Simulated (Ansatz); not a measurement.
The system is CuI (Marshite).

```
I Cu
1.0
     0.00000    3.03150    3.03150
     3.03150    0.00000    3.03150
     3.03150    3.03150    0.00000
I Cu
1 1
Direct
  0.00000 0.00000 0.00000
  0.75000 0.75000 0.75000
```

Base run:

| Property | Result |
| --- | --- |
| Program | Ansatz 0.2.0 |
| Functional | LDA |
| Potentials or basis | Ansatz PAW |
| Cutoff | 420 eV (not typed: the program's choice for these potentials) |
| k mesh | 8 × 8 × 8 |
| Occupations | fermi-dirac, width 0.05 eV |
| Spin | no spin polarisation |

Its results: band gap on the k mesh 0.94 eV, direct; pressure -4.4 GPa.

Problem. After a change of settings the same cell gave: band gap on the k mesh 1.12 eV, direct; pressure 0.3 GPa. Which change was it?
A. functional from LDA to PBEsol
B. functional from LDA to PBE
C. k mesh from 8 × 8 × 8 to 6 × 6 × 6; spin from no spin polarisation to spin-orbit coupling, no magnetisation; potential files from those of the base run to others of the same set

Solution. B.

PBE binds less tightly than LDA, so the same cell stands under more pressure.

Caveats: spin-orbit coupling is left out, which moves the levels of the heavy elements; the PAW data sets come from PBE, with cores solved anew for the run's functional, which leaves a small shift of forces and pressure (some runs).
